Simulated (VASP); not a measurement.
Here is the system:

```xyz
2
Lattice="0.0000 2.9527 2.9527 2.9527 0.0000 2.9527 2.9527 2.9527 0.0000" Properties=species:S:1:pos:R:3 pbc="T T T"
Na     0.0000     0.0000     0.0000
Br     2.9527     2.9527     2.9527
```

Calculation: SCAN meta-GGA, VASP's PBE PAW potentials (set 64) (plane waves; VASP). Settings: 520 eV cut-off, 7×7×7 Γ-centred mesh, Gaussian smearing of 0.050 eV, potentials Na_pv Br.

What does the run give for the energy per atom (σ→0), band gap (on the k-mesh) with the smallest direct gap where there is one?

```yaml
band gap (on the k-mesh): 5.03 eV
smallest direct gap (on the k-mesh): 5.03 eV
energy per atom (σ→0): -13.576 eV/atom
```

Only differences to runs with the same potentials and settings are physical.

The compound is NaBr in the rock salt structure. It was relaxed first. The start is the result of an earlier pass.
